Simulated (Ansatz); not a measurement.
**W and the effect of the pressure**

The cell as given:

```cif
data_structure
_symmetry_space_group_name_H-M 'Fm-3m'
_symmetry_Int_Tables_number 225
_cell_length_a 4.0600
_cell_length_b 4.0600
_cell_length_c 4.0600
_cell_angle_alpha 90.000
_cell_angle_beta 90.000
_cell_angle_gamma 90.000
_cell_volume 66.92
loop_
_atom_site_label
_atom_site_type_symbol
_atom_site_symmetry_multiplicity
_atom_site_Wyckoff_symbol
_atom_site_fract_x
_atom_site_fract_y
_atom_site_fract_z
_atom_site_occupancy
W1 W 4 a 0.00000 0.00000 0.00000 1
```

This isn't the form of W at room conditions, which is bcc.

Kept alike: task relaxation of cell and atoms; functional PBEsol; k mesh 11 × 11 × 11; occupations fermi-dirac, width 0.05 eV; no spin polarisation. Program: Ansatz, Ansatz PAW, cutoff 420 eV. The mesh is that of the run's cell of 1 atom. No spin-orbit coupling.

| pressure, P (GPa) | volume (Å³/atom) |
| --- | --- |
| 0 | 15.998 |
| 2 | 15.899 |
| 5 | 15.752 |
| 10 | ? |
| 20 | 15.107 |
| 30 | 14.736 |

The relaxations keep at least the cell's symmetry (Fm-3m). For a metal such a mesh leaves the last digits unconverged. The runs follow the start's structure, whether or not it is the stable one at these pressures. All rows use potentials made for PBE.

**Question.** Fit the rows shown and predict the run at 10 GPa.

**Answer.** Murnaghan's form V = V0 (1 + B′P/B0)^(-1/B′) through the rows shown has V0 = 15.9983, B0 = 314.7 GPa and B′ = 3.53 (largest miss 0.0009); at P = 10 it gives 15.524 Å³/atom. The run gave: volume 15.524 Å³/atom.
